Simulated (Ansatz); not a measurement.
I need a charge-density difference against the sublattices of MgO, space group P6_3/mmc. Use Ansatz 0.2.0, Python API. Use (first run): PBEsol, PAW, cutoff 460 eV, 6×6×4 k-points, Fermi-Dirac smearing of 0.1 eV.

```
CELL_PARAMETERS angstrom
3.48638 0.00000 0.00000
-1.74319 3.01929 0.00000
0.00000 0.00000 4.17804
ATOMIC_POSITIONS crystal
Mg 0.66667 0.33333 0.75000
Mg 0.33333 0.66667 0.25000
O 0.66667 0.33333 0.25000
O 0.33333 0.66667 0.75000
```

`mgo_drho.py`:
```python
"""Density of MgO less that of its sublattices."""

import warnings

import ansatz as az
import numpy as np

vectors0 = np.array([
    [3.486378, 0.0, 0.0],
    [-1.743189, 3.019292, 0.0],
    [0.0, 0.0, 4.178041],
])
sites = [
    ("Mg", (2 / 3, 1 / 3, 0.75)),
    ("Mg", (1 / 3, 2 / 3, 0.25)),
    ("O", (2 / 3, 1 / 3, 0.25)),
    ("O", (1 / 3, 2 / 3, 0.75)),
]


def on_lattice(cell):
    crystal = az.Crystal(lattice=az.Lattice.of(cell))
    for symbol, position in sites:
        crystal = crystal.atom(symbol, position)
    return crystal

warnings.simplefilter("ignore", az.DeckWarning)

# one cutoff and one grid for all runs, so that the fields can be subtracted
def solve(crystal):
    return (
        crystal.calculation()
        .functional(az.Functional.PBESOL)
        .occupations("Fermi-Dirac", width=0.1)
        .basis(460, grid_basis="typed")
        .kpoints(6, 6, 4)
        .density()
        .run(threads=1)
    )


whole = solve(on_lattice(vectors0))
difference = whole.density().channels[0].density_e_per_ang3.copy()
binding = whole.report["free_energy_ev"]
for element in ["Mg", "O"]:
    part = az.Crystal(lattice=az.Lattice.of(vectors0))
    for symbol, position in sites:
        if symbol == element:
            part = part.atom(symbol, position)
    alone = solve(part)
    difference -= alone.density().channels[0].density_e_per_ang3
    binding -= alone.report["free_energy_ev"]
    print(f"{element} sublattice: {alone.report['n_electrons']:g} electrons, {alone.report['n_iterations']} iterations")

voxel = abs(np.linalg.det(vectors0)) / difference.size
print(f"energy of the crystal less its unpolarised sublattices: {binding / len(sites):.4f} eV/atom")
print(f"net charge of the difference {difference.sum() * voxel:.5f} e, charge moved {0.5 * np.abs(difference).sum() * voxel:.3f} e")
print(f"extremes {difference.min():.4f} and {difference.max():.4f} e/A^3")
for (symbol, position) in sites:
    index = tuple(int(round(p * n)) % n for p, n in zip(position, difference.shape))
    print(f"  change of the pseudo-density at the grid point nearest {symbol}: {difference[index]:+.4f} e/A^3")
profile = difference.mean(axis=(0, 1))
print("planar mean along the third vector:", np.round(profile[:: max(len(profile) // 12, 1)], 4))
```

```console
$ python mgo_drho.py
Mg sublattice: 20 electrons, 6 iterations
O sublattice: 12 electrons, 7 iterations
energy of the crystal less its unpolarised sublattices: -4.7721 eV/atom
net charge of the difference 0.00000 e, charge moved 1.012 e
extremes -0.0525 and 0.3482 e/A^3
  change of the pseudo-density at the grid point nearest Mg: -0.0164 e/A^3
  change of the pseudo-density at the grid point nearest Mg: -0.0164 e/A^3
  change of the pseudo-density at the grid point nearest O: +0.0039 e/A^3
  change of the pseudo-density at the grid point nearest O: +0.0039 e/A^3
planar mean along the third vector: [-0.0286 -0.0181  0.0068  0.0216  0.0182  0.0182 -0.0065 -0.0259 -0.0259
 -0.0065  0.0182  0.0182  0.0216  0.0068 -0.0181]
```

Reading the output:
- Densities and potentials on the grid are those of the valence electrons, and inside the cores they hang on the potentials used.
- The structure comes from a database of computed cells and needn't be a stable or known phase.
- Charge moved counts every rearrangement, bonding and polarisation too, and is no transfer between atoms; the bare sublattices are artificial references. Values near the nuclei depend on the potentials.
- Timing: 4.5 s on 1 thread of Arm Neoverse N1, with other jobs on the host, peak memory 0.34 GiB.

(Lines on the test bed's own set-up are left out of the output.)
